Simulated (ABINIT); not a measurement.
Here is an ABINIT 10.8.3 (patched build) calculation.

File run.abi:

```
# Pseudopotentials
pp_dirpath "./"
pseudos "Cd.upf, O.upf"

# Structure
acell 3*1.0 Angstrom
rprim
     0.0000000000     2.3495000000     2.3495000000
     2.3495000000     0.0000000000     2.3495000000
     2.3495000000     2.3495000000     0.0000000000
ntypat 2
znucl 48 8
natom 2
typat 1 2
xred
     0.0000000000     0.0000000000     0.0000000000
     0.5000000000     0.5000000000     0.5000000000

# Plane-wave basis
ecut 47.0

# k points
kptopt 1
ngkpt 8 8 8
nshiftk 1
shiftk 0.0 0.0 0.0

# Exchange and correlation
ixc 11

# Bands and occupations
nband 17
occopt 3
tsmear 0.05 eV

# SCF cycle
nstep 100
tolvrs 1.0e-10

# Output
iomode 3
prtwf 0
prtden 0
prteig 0
prtebands 0
enunit 2
```

Potentials or basis: PseudoDojo NC SR PBE v0.4.1 standard.

Run with:

```console
$ mpirun --bind-to none -np 4 abinit run.abi > log 2>&1
```

Q: What does it give for the band gap on the k mesh?

A: None (metal or under the smearing width).

Caveat: this crystal is a semiconductor, whose small gap the functional closes, so the metal is an error of the method.
